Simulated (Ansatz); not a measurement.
# H4C5: properties at the relaxed cell

The task here is to estimate one member of a computed series from the others.

Computed with Ansatz 0.2.0 (DFT PBE+D3(BJ), scalar-relativistic, plane waves, PAW, unless a step's input says otherwise).

## The starting structure

Symmetry: P2_1/c, No. 14, monoclinic system. Conventional cell: a = 7.845 Å, b = 5.895 Å, c = 8.075 Å, α = 90.00°, β = 114.53°, γ = 90.00°. H (site symmetry 1) is surrounded by 1 C at 1.09 Å. C (site symmetry 1) is surrounded by 1 H at 1.09 Å. C (site symmetry 1) has 3 C at 1.42 to 1.43 Å in its first shell of neighbours. Only part of the 9 independent sites is listed.

Structure file:

```cif
data_structure
_symmetry_space_group_name_H-M 'P 1'
_symmetry_Int_Tables_number 1
_cell_length_a 7.8452
_cell_length_b 5.8949
_cell_length_c 8.0750
_cell_angle_alpha 90.000
_cell_angle_beta 114.535
_cell_angle_gamma 90.000
_cell_volume 339.72
loop_
_atom_site_label
_atom_site_type_symbol
_atom_site_fract_x
_atom_site_fract_y
_atom_site_fract_z
_atom_site_occupancy
H1 H 0.47242 0.56896 0.83805 1
H2 H 0.52758 0.06896 0.66195 1
H3 H 0.52758 0.43104 0.16195 1
H4 H 0.47242 0.93104 0.33805 1
H5 H 0.27831 0.82872 0.59110 1
H6 H 0.72169 0.32872 0.90890 1
H7 H 0.72169 0.17128 0.40890 1
H8 H 0.27831 0.67128 0.09110 1
H9 H 0.97970 0.91615 0.32978 1
H10 H 0.02030 0.41615 0.17022 1
H11 H 0.02030 0.08385 0.67022 1
H12 H 0.97970 0.58385 0.82978 1
H13 H 0.34239 0.19487 0.87852 1
H14 H 0.65761 0.69487 0.62148 1
H15 H 0.65761 0.80513 0.12148 1
H16 H 0.34239 0.30513 0.37852 1
C1 C 0.33034 0.52014 0.74641 1
C2 C 0.66966 0.02014 0.75359 1
C3 C 0.66966 0.47986 0.25359 1
C4 C 0.33034 0.97986 0.24641 1
C5 C 0.22288 0.66556 0.60897 1
C6 C 0.77712 0.16556 0.89103 1
C7 C 0.77712 0.33444 0.39103 1
C8 C 0.22288 0.83444 0.10897 1
C9 C 0.03709 0.60714 0.48861 1
C10 C 0.96291 0.10714 0.01139 1
C11 C 0.96291 0.39286 0.51139 1
C12 C 0.03709 0.89286 0.98861 1
C13 C 0.92274 0.75358 0.34655 1
C14 C 0.07726 0.25358 0.15345 1
C15 C 0.07726 0.24642 0.65345 1
C16 C 0.92274 0.74642 0.84655 1
C17 C 0.25700 0.30879 0.76905 1
C18 C 0.74300 0.80879 0.73095 1
C19 C 0.74300 0.69121 0.23095 1
C20 C 0.25700 0.19121 0.26905 1
```

It is the result of an earlier relaxation at this level (volume 9.44 Å³/atom; gap on the mesh: 3.01 eV).

Set-up of the first run:

Input file input.yaml:

```yaml
crystal:
  lattice:
    - [7.8448199676, 0.0, 0.0818966812]
    - [0.0, 5.8948788994, 0.0]
    - [-3.4296057187, 0.0, 7.3104685052]
  atoms:
    - { symbol: H, position: [0.4724227374, 0.5689626922, 0.8380482068] }
    - { symbol: H, position: [0.5275772626, 0.0689626922, 0.6619517932] }
    - { symbol: H, position: [0.5275772626, 0.4310373078, 0.1619517932] }
    - { symbol: H, position: [0.4724227374, 0.9310373078, 0.3380482068] }
    - { symbol: H, position: [0.278309811, 0.8287185418, 0.5911047484] }
    - { symbol: H, position: [0.721690189, 0.3287185418, 0.9088952516] }
    - { symbol: H, position: [0.721690189, 0.1712814582, 0.4088952516] }
    - { symbol: H, position: [0.278309811, 0.6712814582, 0.0911047484] }
    - { symbol: H, position: [0.9796957057, 0.9161546833, 0.3297815034] }
    - { symbol: H, position: [0.0203042943, 0.4161546833, 0.1702184966] }
    - { symbol: H, position: [0.0203042943, 0.0838453167, 0.6702184966] }
    - { symbol: H, position: [0.9796957057, 0.5838453167, 0.8297815034] }
    - { symbol: H, position: [0.3423933472, 0.1948694536, 0.8785163607] }
    - { symbol: H, position: [0.6576066528, 0.6948694536, 0.6214836393] }
    - { symbol: H, position: [0.6576066528, 0.8051305464, 0.1214836393] }
    - { symbol: H, position: [0.3423933472, 0.3051305464, 0.3785163607] }
    - { symbol: C, position: [0.3303395928, 0.5201360533, 0.7464085608] }
    - { symbol: C, position: [0.6696604072, 0.0201360533, 0.7535914392] }
    - { symbol: C, position: [0.6696604072, 0.4798639467, 0.2535914392] }
    - { symbol: C, position: [0.3303395928, 0.9798639467, 0.2464085608] }
    - { symbol: C, position: [0.2228771225, 0.665562144, 0.6089730616] }
    - { symbol: C, position: [0.7771228775, 0.165562144, 0.8910269384] }
    - { symbol: C, position: [0.7771228775, 0.334437856, 0.3910269384] }
    - { symbol: C, position: [0.2228771225, 0.834437856, 0.1089730616] }
    - { symbol: C, position: [0.0370945887, 0.6071406765, 0.4886092805] }
    - { symbol: C, position: [0.9629054113, 0.1071406765, 0.0113907195] }
    - { symbol: C, position: [0.9629054113, 0.3928593235, 0.5113907195] }
    - { symbol: C, position: [0.0370945887, 0.8928593235, 0.9886092805] }
    - { symbol: C, position: [0.9227427317, 0.7535839121, 0.3465493515] }
    - { symbol: C, position: [0.0772572683, 0.2535839121, 0.1534506485] }
    - { symbol: C, position: [0.0772572683, 0.2464160879, 0.6534506485] }
    - { symbol: C, position: [0.9227427317, 0.7464160879, 0.8465493515] }
    - { symbol: C, position: [0.2569957234, 0.3087897341, 0.7690463928] }
    - { symbol: C, position: [0.7430042766, 0.8087897341, 0.7309536072] }
    - { symbol: C, position: [0.7430042766, 0.6912102659, 0.2309536072] }
    - { symbol: C, position: [0.2569957234, 0.1912102659, 0.2690463928] }
basis:
  ecutwfc: 420
kpoints:
  mp_grid: { grid: [4, 4, 4] }
hamiltonian:
  xc: pbesol
scf:
  occupations: { method: gaussian, width: 0.02 }
output:
  forces: true
  stress: true
  eigenvalues: true
relax:
  adjacent_minimum: "off"
  f_tol: 0.005
  max_steps: 50
  cell: { stress_tol: 0.05 }
```

Command:

```bash
$ ansatz run input.yaml --threads 8 --pin off --max-ram 22528MiB --backend cpu --events-out ev --progress --plain --runs-dir out
```

Among the steps run: The cell under PBEsol; Relaxing with PBE; The cell under LDA; Relaxing with r2SCAN.

One table of the session follows, with a row left open; its other results are not shown here.

It belongs to the step «One structure, several functionals». 

```
functional  a (Å)  b (Å)  c (Å)  volume (Å³/atom)  gap on the mesh (eV)
PBE+D3(BJ)  7.845  5.895  8.075              9.44                  3.01
    PBEsol  8.027  6.114  8.433             10.45                  3.12
       PBE  8.625  6.564  9.126             12.86                  3.28
       LDA      ?      ?      ?                 ?                     ?
    r2SCAN  7.949  6.024  8.274              9.98                  3.32
```

Estimate the missing values for LDA.

As computed: a (Å): 7.429; b (Å): 5.785; c (Å): 7.799; volume (Å³/atom): 8.56; gap on the mesh (eV): 2.83. In the column «a (Å)» it is the lowest.
